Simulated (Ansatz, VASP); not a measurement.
One calculation of TiSi2, two programs

File INCAR:

```
SYSTEM = TiSi2
ALGO     = Normal         ! electronic algorithm
EDIFF    = 1E-6           ! SCF threshold, eV
ENCUT    = 520            ! plane-wave cutoff, eV
GGA      = RE             ! functional
ISIF     = 2              ! what is computed and relaxed
ISMEAR   = -1             ! smearing method
LASPH    = .True.         ! aspherical terms in the spheres
LCHARG   = .True.         ! write CHGCAR
LELF     = .True.         ! ELF
LREAL    = .False.        ! projectors in reciprocal space
LVHAR    = .True.       
LWAVE    = .False.        ! write WAVECAR
NBANDS   = 29             ! bands
NELM     = 100            ! most SCF steps
PREC     = Accurate       ! precision mode
SIGMA    = 0.05           ! smearing width, eV
```

File KPOINTS:

```
k-points
0
Gamma
  7 7 7
  0 0 0
```

The input POSCAR:

```
TiSi2
1.0
    0.0000000000      4.1175163063      4.2628978354
    2.3895119538      0.0000000000      4.2628978354
    2.3895119538      4.1175163063      0.0000000000
Ti Si
2 4
Direct
    0.7500000000      0.7500000000      0.7500000000
    0.5000000000      0.5000000000      0.5000000000
    0.4125656100      0.0874343900      0.4125656100
    0.0874343900      0.4125656100      0.0874343900
    0.1625656100      0.8374343900      0.1625656100
    0.8374343900      0.1625656100      0.8374343900
```

Contents of input.yaml:

```yaml
crystal:
  lattice:
    - [0.0, 4.1175163063, 4.2628978354]
    - [2.3895119538, 0.0, 4.2628978354]
    - [2.3895119538, 4.1175163063, 0.0]
  atoms:
    - { symbol: Ti, position: [0.75, 0.75, 0.75] }
    - { symbol: Ti, position: [0.5, 0.5, 0.5] }
    - { symbol: Si, position: [0.41256561, 0.08743439, 0.41256561] }
    - { symbol: Si, position: [0.08743439, 0.41256561, 0.08743439] }
    - { symbol: Si, position: [0.16256561, 0.83743439, 0.16256561] }
    - { symbol: Si, position: [0.83743439, 0.16256561, 0.83743439] }
hamiltonian:
  xc: revpbe
  pseudopotentials: { kind: paw }
kpoints:
  mp_grid: { grid: [7, 7, 7] }
  band_path:
    path:
      - [[0.0, 0.0, 0.0], [0.5, 0.0, 0.5], [1.0, 0.5, 0.5], [0.5, 0.5, 0.0], [0.0, 0.0, 0.0], [0.0, 0.4127457158, 0.4127457158], [0.5, 0.2443551471, 0.7443551471], [0.5, 0.0, 0.5]]
      - [[1.0, 0.5, 0.5], [1.0, 0.5872542842, 0.5872542842]]
      - [[0.0, 0.4127457158, 0.4127457158], [0.5, 0.7556448529, 0.2556448529], [0.5, 0.5, 0.0]]
      - [[0.5, 0.5, 0.5], [0.0, 0.0, 0.0]]
    npoints: 14
scf:
  occupations: { method: fermi_dirac, width: 0.05 }
  n_extra_bands: 15
output:
  forces: true
  stress: true
  eigenvalues: true
  fatbands: false
```

The cell is a database's computed one.

Alike in both runs: functional revPBE; k mesh 7 × 7 × 7; occupations fermi-dirac, width 0.05 eV; no spin polarisation.

|  | VASP | Ansatz |
| --- | --- | --- |
| version | VASP 6.6.1 | Ansatz 0.2.0 |
| potentials or method | VASP PAW PBE potentials, release 64 (Ti_sv, Si) | Ansatz PAW |
| plane-wave cutoff (eV) | 520 | 420 |
| valence electrons in the cell | 40 | 40 |
| task | single point | band structure |

```tsv
	VASP	Ansatz	Ansatz less VASP
gap on the k mesh at the Fermi level (eV)	none	none	-
pressure (GPa)	3.8	4.0	+0.21
largest component of the traceless stress (GPa)	1.44	1.45	+0.014
rms of the force components (eV/Å)	0.004	0.005	+0.0018
```

Atom by atom the forces differ by 0.002 eV/Å (rms over components). A gap of «none» marks a metal or a gap that the smearing closes. With one functional, cell and mesh, what is left measures potentials, basis and numerics.

Caveats: the PAW data sets were made with another functional, which shifts forces and pressure a little (VASP); the PAW data sets come from PBE, with cores solved anew for the run's functional, which leaves a small shift of forces and pressure (Ansatz).
